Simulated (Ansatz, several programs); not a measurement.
An 8-atom cell of RuSi (P2_13) from a materials database, relaxed with PBE in Ansatz (plane waves, PAW): it is cubic, P2_13 (No. 198); conventional cell a = 4.736 Å, 13.28 Å³ an atom. Si has 7 Ru at 2.39–2.72 Å; Ru has 7 Si at 2.39–2.72 Å. The cell was then scaled with its shape and fractional coordinates held, which makes it stiffer than a relaxed compression. No spin polarisation and no zero-point or thermal motion.

| V (Å³/atom) | E (meV/atom) |
| --- | --- |
| 12.481 | 40.55 |
| 12.879 | 9.56 |
| 13.277 | 0.00 |
| 14.074 | 32.39 |

Question: Pass a cubic E = c₀ + c₁u + c₂u² + c₃u³, with u = V − 13.178 Å³, through these points.

Answer: c₀ = 0.55, c₁ = -11.424, c₂ = 60.022, c₃ = -8.4964 (meV and Å³).

Question: Where is the minimum, and what bulk modulus follows?

Answer: dE/du = 0 at u = +0.097, so V₀ = 13.28 Å³. B = V₀ d²E/dV² = 13.28 × (2c₂ + 6c₃u) = 13.28 × 115.091 = 1528 meV/Å³, and 1 meV/Å³ is 0.16022 GPa: 245 GPa. A third-order Birch-Murnaghan fit to all five points gives 13.28 Å³ and 242 GPa.

Question: Predict the energy and the pressure at the withheld volume, 13.676 Å³.

Answer: With u = +0.498: E ≈ 8.70 meV and P = −dE/dV ≈ -6.74 GPa. The run gives 8.57 meV and, from its stress, -6.68 GPa.
